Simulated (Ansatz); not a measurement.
KCl, DFT, PBE, all-electron PAW with datasets made for the crystal, scalar-relativistic (Ansatz 0.2.0), run on 1 thread of Arm Neoverse V1 on a shared host.

The cell is COD entry 1000050, as deposited and not checked against the literature; nothing was relaxed. The listed cell was then made from it by scaling, straining or moving an atom.

Command: `ansatz run input.yaml --threads 1 --pin off --max-ram 3072MiB --backend cpu --events-out ev --progress --plain --runs-dir out`

```yaml
crystal:
  lattice:
    - [3.634, 0.0, 0.0]
    - [0.0, 3.634, 0.0]
    - [0.0, 0.0, 3.59766]
  atoms:
    - { symbol: K, position: [0.0, 0.0, 0.0] }
    - { symbol: Cl, position: [0.5, 0.5, 0.5] }
kpoints:
  mp_grid: { grid: [7, 7, 7] }
scf:
  occupations: { method: fermi_dirac, width: 0.02 }
hamiltonian:
  xc: pbe
  pseudopotentials: { kind: all_electron, datasets: crystal }
output:
  forces: true
  stress: true
  eigenvalues: true
  efg: { contact_densities: true }
```

(1) How large is the problem that the program sets up?

(2) About how long does it take, and how much memory does it use?

Results:

(1) 40 irreducible k-points, 461 plane waves at Γ, 12 bands.

(2) 3.9 s of wall time for 8 SCF iterations, with a peak of 0.35 GiB. Times on shared machines scatter by tens of per cent.
